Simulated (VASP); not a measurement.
# Ru (P6_3/mmc) in VASP: notebook

The runs below take Ru through equation of state, with PBE, PBEsol.

Everything below comes from runs of VASP 6.6.1. Logs are shortened: lines on timing, memory, paths and dates and some standing lists are left out, and cuts for length are marked.

## 1. The crystal as given

It takes space group P6_3/mmc (No. 194, hexagonal). The conventional cell has a = 2.706 Å, b = 2.706 Å, c = 4.282 Å, α = 90.00°, β = 90.00°, γ = 120.00°. Ru (site symmetry -6m2) has 12 Ru at 2.65 to 2.71 Å as nearest neighbours.

## 2. Equation of state, PBE, 12.76 Å³/atom (volume scaled by 0.94)

File INCAR:

```
SYSTEM = Ru
  ALGO = Normal
  EDIFF = 1E-7
  ENCUT = 520
  GGA = PE
  ISIF = 2
  ISMEAR = -1
  LASPH = .TRUE.
  LCHARG = .FALSE.
  LREAL = .FALSE.
  LWAVE = .FALSE.
  NBANDS = 21
  NELM = 80
  PREC = Accurate
  SIGMA = 0.05
```

File KPOINTS:

```
k-points
0
G
  11 11 6
  0 0 0
```

File POSCAR:

```
Ru
1.0
    2.6505640930      0.0000000000      0.0000000000
   -1.3252820465      2.2954558389      0.0000000000
    0.0000000000      0.0000000000      4.1944897589
Ru
2
Direct
    0.6666666667      0.3333333333      0.7500000000
    0.3333333333      0.6666666667      0.2500000000
```

Potentials or basis: VASP PAW PBE potentials, release 64 (Ru_pv).

On the command line:

```console
$ cat potpaw_PBE.64/Ru_pv/POTCAR > POTCAR
$ mpirun -np 1 vasp_std > vasp.out
```

OUTCAR:

```text
SYSTEM = Ru
   EDIFF = 1E-7
   ENCUT = 520
   GGA = PE
   ISIF = 2
   ISMEAR = -1
   LASPH = .TRUE.
   LREAL = .FALSE.
   NELM = 80
   PREC = Accurate

 ion  position               nearest neighbor table
   1  0.667  0.333  0.750-   2 2.60   2 2.60   2 2.60   2 2.60   2 2.60   2 2.60
   2  0.333  0.667  0.250-   1 2.60   1 2.60   1 2.60   1 2.60   1 2.60   1 2.60

  LATTYP: Found a hexagonal cell.
 ALAT       =     2.6505640930
 C/A-ratio  =     1.5824894670

  Lattice vectors:

 A1 = (   2.6505640930,   0.0000000000,   0.0000000000)
 A2 = (  -1.3252820465,   2.2954558389,   0.0000000000)
 A3 = (   0.0000000000,   0.0000000000,   4.1944897589)

Analysis of symmetry for initial positions (statically):
=====================================================================
 Subroutine PRICEL returns:
 Original cell was already a primitive cell.

 Routine SETGRP: Setting up the symmetry group for a
 hexagonal supercell.

 Subroutine GETGRP returns: Found 24 space group operations
 (whereof 12 operations were pure point group operations)
 out of a pool of 24 trial point group operations.

The static configuration has the point symmetry D_3d.
 The point group associated with its full space group is D_6h.

Analysis of symmetry for dynamics (positions and initial velocities):
=====================================================================
 Subroutine PRICEL returns:
 Original cell was already a primitive cell.

 Routine SETGRP: Setting up the symmetry group for a
 hexagonal supercell.

 Subroutine GETGRP returns: Found 24 space group operations
 (whereof 12 operations were pure point group operations)
 out of a pool of 24 trial point group operations.

The dynamic configuration has the point symmetry D_3d.
 The point group associated with its full space group is D_6h.

 Subroutine INISYM returns: Found 24 space group operations
 (whereof 12 operations are pure point group operations),
 and found     1 'primitive' translations

----------------------------------------------------------------------------------------

                                     Primitive cell

  volume of cell :      25.5203

  direct lattice vectors                    reciprocal lattice vectors
     2.650564093  0.000000000  0.000000000     0.377278181  0.217821659  0.000000000
    -1.325282046  2.295455839  0.000000000     0.000000000  0.435643319  0.000000000
     0.000000000  0.000000000  4.194489759     0.000000000  0.000000000  0.238408020

  length of vectors
     2.650564093  2.650564093  4.194489759     0.435643319  0.435643319  0.238408020

  position of ions in fractional coordinates (direct lattice)
     0.666666667  0.333333333  0.750000000
     0.333333333  0.666666667  0.250000000

  ion indices of the primitive-cell ions
   primitive index   ion index
                 1           1
                 2           2

----------------------------------------------------------------------------------------

 KPOINTS: k-points

Automatic generation of k-mesh.
 Grid dimensions read from file:
 generate k-points for:   11   11    6

 Generating k-lattice:

  Cartesian coordinates                     Fractional coordinates (reciprocal lattice)
     0.034298016  0.019801969  0.000000000     0.090909091 -0.000000000  0.000000000
     0.000000000  0.039603938  0.000000000     0.000000000  0.090909091  0.000000000
     0.000000000  0.000000000  0.039734670     0.000000000  0.000000000  0.166666667

  Length of vectors
     0.039603938  0.039603938  0.039734670

  Shift w.r.t. Gamma in fractional coordinates (k-lattice)
     0.000000000  0.000000000  0.000000000

 Subroutine IBZKPT returns following result:
 ===========================================

 Found     64 irreducible k-points:

 Following reciprocal coordinates:
            Coordinates               Weight
  0.000000  0.000000  0.000000      1.000000
  0.090909 -0.000000  0.000000      6.000000
  0.181818  0.000000  0.000000      6.000000
  0.272727  0.000000  0.000000      6.000000
  0.363636 -0.000000  0.000000      6.000000
  0.454545 -0.000000  0.000000      6.000000
[... 42 lines left out ...]
  0.000000  0.000000  0.500000      1.000000
  0.090909 -0.000000  0.500000      6.000000
 [... further k-points ...]
   k-points           NKPTS =     64   k-points in BZ     NKDIM =     64   number of bands    NBANDS=     21
   number of dos      NEDOS =    301   number of ions     NIONS =      2
   total plane-waves  NPLWV =  12800
   dimension x,y,z NGX =    20 NGY =   20 NGZ =   32
   dimension x,y,z NGXF=    40 NGYF=   40 NGZF=   64
   ions per type =               2
   NGX,Y,Z   is equivalent  to a cutoff of  12.54, 12.54, 12.68 a.u.
   NGXF,Y,Z  is equivalent  to a cutoff of  25.09, 25.09, 25.37 a.u.
 SYSTEM =  Ru
   PREC   = accura    normal or accurate (medium, high low for compatibility)
   ISTART =      0    job   : 0-new  1-cont  2-samecut
   ICHARG =      2    charge: 1-file 2-atom 10-const
   ISPIN  =      1    spin polarized calculation?
   LNONCOLLINEAR =      F non collinear calculations
   LSORBIT =      F    spin-orbit coupling
   LASPH  =      T    aspherical Exc in radial PAW
   ENCUT  =  520.0 eV  38.22 Ry    6.18 a.u.   4.93  4.93  7.80*2*pi/ulx,y,z
   NELM   =     80;   NELMIN=  2; NELMDL= -5     # of ELM steps
   EDIFF  = 0.1E-06   stopping-criterion for ELM
   LREAL  =      F    real-space projection
   EDIFFG = 0.1E-05   stopping-criterion for IOM
   NSW    =      0    number of steps for IOM
   IBRION =     -1    ionic relax: 0-MD 1-quasi-New 2-CG
   NFREE  =      0    steps in history (QN), initial steepest desc. (CG)
   ISIF   =      2    stress and relaxation
   ISYM   =      2    0-nonsym 1-usesym 2-fastsym
   POTIM  = 0.5000    time-step for ionic-motion
   TEBEG  =    0.0;   TEEND  =   0.0 temperature during run
   PSTRESS=    0.0 pullay stress
   NELECT =      28.0000    total number of electrons
   NUPDOWN=      -1.0000    fix difference up-down
   EMIN   =  10.00;   EMAX   =-10.00  energy-range for DOS
   EFERMI =   0.00;   METHOD = LEGACY
   ISMEAR =    -1;   SIGMA  =   0.05  broadening in eV -4-tet -1-fermi 0-gaus
   EFERMI_NEDOS =   21; number of points for ismear=-14 and -15
   IALGO  =     38    algorithm
   IMIX   =      4    mixing-type and parameters
     AMIX     =   0.40;   BMIX     =  1.00
     AMIX_MAG =   1.60;   BMIX_MAG =  1.00
  volume/ion in A,a.u.               =      12.76        86.11
  Fermi-wavevector in a.u.,A,eV,Ry     =   1.688491  3.190785 38.790228  2.851001
  Thomas-Fermi vector in A             =   2.770788
   LORBIT       =      0    0 simple, 1 ext, 2 COOP (PROOUT), +10 PAW based schemes
   GGA     = PE    functional components
   LHFCALC =     F    Hartree Fock is set to
   AEXX    =    0.0000 exact exchange contribution
   IVDW    =     0    specifies the selected vdW correction
   LEPSILON=     F    determine dielectric tensor
   LRPA    =     F    only Hartree local field effects (RPA)
 non-spin polarized calculation
  energy-cutoff  :      520.00
  volume of cell :       25.52
 maximum number of plane-waves:       702
 NGX is ok and might be reduce to    20
   NGX =  9   NGY =  9   NGZ = 15

 number of electron      27.9999992 magnetization

 Free energy of the ion-electron system (eV)
  ---------------------------------------------------
  ext. energy  EPLUGINS =         0.00000000
  ---------------------------------------------------
  free energy    TOTEN  =       -18.29794994 eV

  energy without entropy =      -18.28267144  energy(sigma->0) =      -18.29031069

 E-fermi :  13.9374     XC(G=0): -14.5081

 val. band max:       13.9175703160   @ k =   0.2727   0.0000   0.0000
 cond. band min:      13.9489481674   @ k =   0.2727   0.1818   0.1667
 fundamental gap:      0.0313778514
 Fermi energy:        13.9374437060

 k-point     1 :       0.0000    0.0000    0.0000
  band No.  band energies     occupation
      1     -29.8952      2.00000
      2     -28.7534      2.00000
      3     -28.7534      2.00000
      4     -28.5476      2.00000
      5     -28.5476      2.00000
      6     -28.4953      2.00000
[... 13 lines left out ...]
     20      24.3642      0.00000
     21      25.1199      0.00000

 k-point     2 :       0.0909   -0.0000    0.0000
  band No.  band energies     occupation
      1     -29.8610      2.00000
      2     -28.8270      2.00000
      3     -28.7780      2.00000
      4     -28.6241      2.00000
      5     -28.5574      2.00000
      6     -28.5112      2.00000
[... 13 lines left out ...]
     20      24.3642      0.00000
     21      25.0692      0.00000

 k-point     3 :       0.1818    0.0000    0.0000
  band No.  band energies     occupation
      1     -29.7636      2.00000
      2     -29.0242      2.00000
      3     -28.8416      2.00000
      4     -28.8239      2.00000
      5     -28.5859      2.00000
      6     -28.5591      2.00000
[... 13 lines left out ...]
     20      24.3641      0.00000
     21      24.8887      0.00000

 k-point     4 :       0.2727    0.0000    0.0000
  band No.  band energies     occupation
      1     -29.6192      2.00000
      2     -29.2820      2.00000
      3     -29.0744      2.00000
      4     -28.9210      2.00000
      5     -28.6383      2.00000
      6     -28.6263      2.00000
[... 13 lines left out ...]
     20      24.3641      0.00000
     21      24.6259      0.00000

 k-point     5 :       0.3636   -0.0000    0.0000
  band No.  band energies     occupation
      1     -29.5176      2.00000
      2     -29.4559      2.00000
      3     -29.2949      2.00000
      4     -28.9910      2.00000
      5     -28.7413      2.00000
      6     -28.6653      2.00000
[... 13 lines left out ...]
     20      24.3648      0.00000
     21      24.7858      0.00000

 k-point     6 :       0.4545   -0.0000    0.0000
  band No.  band energies     occupation
      1     -29.6566      2.00000
      2     -29.4221      2.00000
      3     -29.3261      2.00000
      4     -29.0317      2.00000
      5     -28.8351      2.00000
      6     -28.6891      2.00000
[... 13 lines left out ...]
     20      24.3636      0.00000
     21      25.5615      0.00000

 k-point     7 :       0.0909    0.0909    0.0000
  band No.  band energies     occupation
      1     -29.7951      2.00000
      2     -28.9461      2.00000
      3     -28.8615      2.00000
      4     -28.7277      2.00000
      5     -28.5882      2.00000
      6     -28.5431      2.00000
[... 13 lines left out ...]
     20      24.3641      0.00000
     21      24.9545      0.00000
[... 675 lines left out ...]
      1     -29.5735      2.00000
      2     -29.3081      2.00000
      3     -29.0219      2.00000
      4     -28.8484      2.00000
      5     -28.7135      2.00000
      6     -28.7011      2.00000
[... 13 lines left out ...]
     20      24.3640      0.00000
     21      28.1498      0.00000

 k-point    37 :       0.3636   -0.0000    0.3333
  band No.  band energies     occupation
      1     -29.6883      2.00000
      2     -29.5230      2.00000
      3     -29.0377      2.00000
      4     -28.9110      2.00000
      5     -28.7509      2.00000
      6     -28.7481      2.00000
[... 13 lines left out ...]
     20      24.3638      0.00000
     21      26.5189      0.00000

 k-point    38 :       0.4545   -0.0000    0.3333
  band No.  band energies     occupation
      1     -29.7858      2.00000
      2     -29.6472      2.00000
      3     -29.0055      2.00000
      4     -28.9476      2.00000
      5     -28.7841      2.00000
      6     -28.7763      2.00000
[... 13 lines left out ...]
     20      24.3628      0.00000
     21      25.2582      0.00000

 k-point    39 :       0.0909    0.0909    0.3333
  band No.  band energies     occupation
      1     -29.5380      2.00000
      2     -29.0172      2.00000
      3     -28.8547      2.00000
      4     -28.7737      2.00000
      5     -28.6524      2.00000
      6     -28.6487      2.00000
[... 13 lines left out ...]
     20      24.3641      0.00000
     21      28.7890      0.00000

 k-point    40 :       0.1818    0.0909    0.3333
  band No.  band energies     occupation
      1     -29.5438      2.00000
      2     -29.2163      2.00000
      3     -28.9746      2.00000
      4     -28.8515      2.00000
      5     -28.7132      2.00000
      6     -28.6735      2.00000
[... 13 lines left out ...]
     20      24.3640      0.00000
     21      28.6112      0.00000

 [... further k-points ...]

------------------------ aborting loop because EDIFF is reached ----------------------------------------

  FORCE on cell =-STRESS in cart. coord.  units (eV):
  Direction    XX          YY          ZZ          XY          YZ          ZX
  --------------------------------------------------------------------------------------
  -------------------------------------------------------------------------------------
  Total        4.4610748      4.4610748      4.6983069      0.0000000     -0.0000000      0.0000000
  in kB      280.0681359    280.0681359    294.9616609      0.0000000     -0.0000000      0.0000000
  external PRESSURE =     285.0326442 kB  Pullay stress =       0.0000000 kB

 VOLUME and BASIS-vectors are now :
 -----------------------------------------------------------------------------
  energy-cutoff  :      520.00
  volume of cell :       25.52
      direct lattice vectors                 reciprocal lattice vectors
     2.650564093  0.000000000  0.000000000     0.377278181  0.217821659  0.000000000
    -1.325282046  2.295455839  0.000000000     0.000000000  0.435643319  0.000000000
     0.000000000  0.000000000  4.194489759     0.000000000  0.000000000  0.238408020

 POSITION                                       TOTAL-FORCE (eV/Angst)
 -----------------------------------------------------------------------------------
      1.32528      0.76515      3.14587        -0.000000      0.000000      0.000000
     -0.00000      1.53030      1.04862         0.000000     -0.000000      0.000000
 -----------------------------------------------------------------------------------
    total drift:                               -0.000000      0.000000     -0.000000

  FREE ENERGIE OF THE ION-ELECTRON SYSTEM (eV)
  ---------------------------------------------------
  free  energy   TOTEN  =       -18.2979499428 eV

  energy  without entropy=      -18.2826714395  energy(sigma->0) =      -18.29031069
```

Run time: 17 s. Hardware: 1 thread of AMD EPYC 9R45 (Zen 5), shared host; peak memory 0.11 GiB.

What came out:

* Free energy: -18.2979 eV
* Pressure: 28.5 GPa
* Band gap on the k mesh: none (metal or under the smearing width)

(Continued in part 2 of 2.)
